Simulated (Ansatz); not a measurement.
Computed with DFT PBE, scalar-relativistic, plane waves, PAW in Ansatz.

Cutoff 420 eV; k points 6×6×4 on the computed 6-atom cell (Γ-centred); Gaussian smearing, width 0.02 eV; no spin polarisation.

Structure with the computed forces (eV/Å) in the last three columns:

```xyz
6
Lattice="2.5440 -2.3730 0.0000 2.5440 2.3730 0.0000 0.0000 0.0000 6.5627" Properties=species:S:1:pos:R:3:forces:R:3 pbc="T T T" pressure_GPa=-10.52
C     0.0000    0.0000    0.0000    0.0000    0.0000    0.0000
C     2.5440    0.0000    3.2814    0.0000    0.0000    0.0000
O     2.5440   -1.4415    5.7809    0.0000   -3.2530    2.7910
O     2.5440    1.4415    0.7818    0.0000    3.2530   -2.7910
O     2.5440   -0.9315    2.4996    0.0000    3.2530    2.7910
O     2.5440    0.9315    4.0632    0.0000   -3.2530   -2.7910
```

Stress tensor (GPa, compression positive):

```
  3.53   0.00   0.00
  0.00 -21.19   0.00
  0.00   0.00 -13.91
```

The cell holds molecules, and where no dispersion correction was added their binding is poorly described.

This form isn't the usual stable structure of the compound.